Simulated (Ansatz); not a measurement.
The system is Si2Mo.

```
CELL_PARAMETERS angstrom
4.58547 0.00000 0.00000
-2.29274 3.97113 0.00000
0.00000 0.00000 6.57976
ATOMIC_POSITIONS crystal
Mo 0.50000 0.50000 0.83333
Mo 0.00000 0.50000 0.16667
Mo 0.50000 0.00000 0.50000
Si 0.16387 0.32775 0.50000
Si 0.67225 0.83613 0.16667
Si 0.83613 0.16387 0.83333
Si 0.83613 0.67225 0.50000
Si 0.32775 0.16387 0.16667
Si 0.16387 0.83613 0.83333
```

Measurements of this composition are mostly on another form, of space group No. 139.

| Quantity | Value |
| --- | --- |
| Program | Ansatz 0.2.0 |
| Task | relaxation of cell and atoms |
| Functional | PBE |
| Potentials or basis | Ansatz PAW |
| Cutoff | 420 eV (not typed: the program's choice for these potentials) |
| k mesh | 7 × 7 × 4 |
| Occupations | fermi-dirac, width 0.05 eV |
| Spin | no spin polarisation |

At the start: volume 13.31 Å³/atom.

Question: Where does the relaxation end?

Answer: It ends after 5 steps and the volume is 13.53 Å³/atom (+1.7 %); space group P6_222 (No. 180, to 0.05 Å).

The path:
| step | energy change (eV) | largest force (eV/Å) | volume (Å³) |
| --- | --- | --- | --- |
| 1 | 0.0000 | 0.0101 | 119.81 |
| 2 | -0.0197 | 0.0304 | 122.30 |
| 3 | -0.0213 | 0.0064 | 121.82 |
| 4 | -0.0213 | 0.0012 | 121.81 |
| 5 | -0.0218 | 0.0012 | 121.81 |

Final structure:
```
Mo Si
1.0
     4.61340    0.00000    0.00000
    -2.30670    3.99532    0.00000
     0.00000    0.00000    6.60856
Mo Si
3 6
Direct
  0.50000 0.50000 0.83333
  0.00000 0.50000 0.16667
  0.50000 0.00000 0.50000
  0.16398 0.32795 0.50000
  0.67205 0.83602 0.16667
  0.83602 0.16398 0.83333
  0.83602 0.67205 0.50000
  0.32795 0.16398 0.16667
  0.16398 0.83602 0.83333
```

Caveat: the plane-wave basis is chosen anew once the cell has moved, so the energies of steps on either side of that aren't comparable.
